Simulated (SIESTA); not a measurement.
Pd:

```xyz
1
Lattice="0.0000 1.9465 1.9465 1.9465 0.0000 1.9465 1.9465 1.9465 0.0000" Properties=species:S:1:pos:R:3 pbc="T T T"
Pd    0.0000    0.0000    0.0000
```

Base run:

```yaml
Program: SIESTA 5.4.2
Functional: PBE
Potentials_or_basis: PseudoDojo 0.4 standard (PBE files)
Basis: SZ (energy shift 0.002 Ry)
Grid_cutoff: 800 Ry
Energy_shift: 0.002 Ry
k_mesh: 12 × 12 × 12
Occupations: fermi-dirac, width 0.05 eV
Spin: no spin polarisation
```

Its results: band gap on the k mesh none (metal or under the smearing width); pressure 14.0 GPa.

Q: After a change of settings the same cell gave: band gap on the k mesh none (metal or under the smearing width); pressure 4.3 GPa. Which change was it?
A. basis from SZ (energy shift 0.002 Ry) to DZ (energy shift 0.01 Ry); energy shift from 0.002 Ry to 0.01 Ry
B. potentials or basis from PseudoDojo 0.4 standard (PBE files) to SG15 1.2 (PBE files) or PseudoDojo by element; basis from SZ (energy shift 0.002 Ry) to DZP (energy shift 0.002 Ry)
C. basis from SZ (energy shift 0.002 Ry) to DZ (energy shift 0.002 Ry)
D. basis from SZ (energy shift 0.002 Ry) to TZP (energy shift 0.002 Ry)

A: C.

Caveats: the basis has no polarisation orbitals; the basis of atomic orbitals isn't converged, which shifts pressures, moduli and gaps; semicore shells carry a single zeta, which can move pressures by several GPa and volumes by a few percent (some runs).

Not every run made on this cell is shown here.
